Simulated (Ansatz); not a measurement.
BaTiO3: equation of state with PBE

BaTiO3:

```xyz
5
Lattice="3.9998 0.0000 0.0000 0.0000 3.9998 0.0000 0.0000 0.0000 4.0180" Properties=species:S:1:pos:R:3 pbc="T T T"
Ba    0.0000    0.0000    0.0000
Ti    1.9999    1.9999    1.9688
O     0.0000    1.9999    2.0773
O     1.9999    0.0000    2.0773
O     1.9999    1.9999    0.0763
```

- Program: Ansatz 0.2.0
- Task: equation of state
- Functional: PBE
- Potentials or basis: JTH PAW
- Cutoff: 1380 eV
- Density cutoff: 5520 eV
- k mesh: 7 × 7 × 7
- Occupations: fermi-dirac, width 0.05 eV
- Spin: no spin polarisation

* Equilibrium volume: 13.14 Å³/atom
* Bulk modulus at fixed shape and positions: 161 GPa
* Pressure derivative of the bulk modulus: 4.5

Energy against volume, from the lowest point:
```csv
volume (Å³/atom),energy (meV/atom)
12.085,49.87
12.342,27.49
12.599,12.19
12.856,3.24
13.113,0.00
13.371,1.87
13.628,8.33
```

All runs of the series together: 100 s on 2 threads of AMD EPYC 7B13 (Zen 3) (shared host).

Caveat: this barium file gives pressures and gaps apart from those of other sets; the cell was scaled at fixed shape and fractional positions, which overstates the stiffness of a crystal with free parameters, most of all of layers and chains. The run has no spin-orbit coupling, so splittings on Ba are missing.
